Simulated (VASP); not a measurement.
A run of VASP 6.6.1:

Contents of INCAR:

```
SYSTEM = MoS2
ALGO = Normal ; EDIFF = 1E-7
EDIFFG = -0.02 ; ENCUT = 600
IBRION = 2 ; ISIF = 3
ISMEAR = 0 ; LASPH = .True.
LCHARG = .False. ; LMIXTAU = .True.
LREAL = .False. ; LWAVE = .False.
METAGGA = TPSS ; NELM = 100
NSW = 40 ; PREC = Accurate
SIGMA = 0.05
```

KPOINTS

```
k-points
0
Gamma
  10 10 2
  0 0 0
```

The input POSCAR:

```
MoS2
1.0
    3.1841260822      0.0000000000      0.0000000000
   -1.5920630411      2.7575340760      0.0000000000
    0.0000000000      0.0000000000     17.3345999500
Mo S
1 2
Direct
    0.0000000000      0.0000000000      0.0000000000
    0.3333333333      0.6666666667      0.9105070200
    0.3333333333      0.6666666667      0.0894929800
```

Potentials or basis: VASP PAW PBE potentials, release 64 (Mo_sv, S).

The run is started by

```bash
$ cat potpaw_PBE.64/Mo_sv/POTCAR potpaw_PBE.64/S/POTCAR > POTCAR
$ mpirun -np 1 vasp_std > vasp.out
```

Hardware: 1 thread of Intel(R) Xeon(R) Platinum 8488C (Sapphire Rapids) (shared host).

Question: Estimate the wall time of this run.

Answer: It took 64 min on 1 thread of Intel(R) Xeon(R) Platinum 8488C (Sapphire Rapids) (shared host), peak memory 0.43 GiB. Counts: scf iterations 206, k points 28, ion steps 5.
